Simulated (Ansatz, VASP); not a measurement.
## Ba: VASP beside Ansatz

The input POSCAR:

```
Ba
1.0
   -2.5125000000      2.5125000000      2.5125000000
    2.5125000000     -2.5125000000      2.5125000000
    2.5125000000      2.5125000000     -2.5125000000
Ba
1
Direct
    0.0000000000      0.0000000000      0.0000000000
```

The input INCAR.step1:

```
  PREC = Accurate
  ENCUT = 520
  ISMEAR = 0
  SIGMA = 0.1
  LREAL = F
  LASPH = T
  NELM = 100
  NBANDS = 11
  GGA = PE
  ALGO = Normal
  EDIFF = 1E-4
  LWAVE = T
  LCHARG = F
```

The input INCAR.step2:

```
  PREC = Accurate
  ENCUT = 520
  EDIFF = 1E-6
  ISMEAR = 0
  SIGMA = 0.1
  LREAL = F
  LASPH = T
  NELM = 100
  ALGO = Normal
  ISIF = 2
  LWAVE = F
  LCHARG = T
  METAGGA = R2SCAN
  LMIXTAU = T
  LELF = T
  LVHAR = T
  NBANDS = 11
  ISTART = 1
```

Contents of KPOINTS:

```
Automatic mesh
0
Gamma
  6 6 6
```

Input for Ansatz:

```yaml
crystal:
  lattice:
    - [-2.5125, 2.5125, 2.5125]
    - [2.5125, -2.5125, 2.5125]
    - [2.5125, 2.5125, -2.5125]
  atoms:
    - { symbol: Ba, position: [0.0, 0.0, 0.0] }
basis:
  ecutwfc: 500
kpoints:
  mp_grid: { grid: [6, 6, 6] }
hamiltonian:
  xc: r2scan
  pseudopotentials: { kind: paw, azcp: { folder: soft_1 } }
scf:
  occupations: { method: gaussian, width: 0.1 }
output:
  forces: true
  stress: true
  eigenvalues: true
```

Alike in both runs: task single point; functional r2SCAN; k mesh 6 × 6 × 6; occupations gaussian, width 0.1 eV; no spin polarisation.

|  | VASP | Ansatz |
| --- | --- | --- |
| version | VASP 6.6.1 | Ansatz 0.2.0 |
| potentials or method | VASP PAW PBE potentials, release 64 (Ba_sv) | scalar-relativistic, plane waves, PAW |
| plane-wave cutoff (eV) | 520 | 500 |
| valence electrons in the cell | 10 | 10 |

```csv
,VASP,Ansatz,Ansatz less VASP
gap on the k mesh at the Fermi level (eV),none,none,-
pressure (GPa),0.4,0.3,-0.06
```

A gap of «none» marks a metal or a gap that the smearing closes. With one functional, cell and mesh, what is left measures potentials, basis and numerics.

Caveats: the PAW data sets were made with another functional, which shifts forces and pressure a little (VASP). The runs have no spin-orbit coupling, so splittings on Ba are missing.
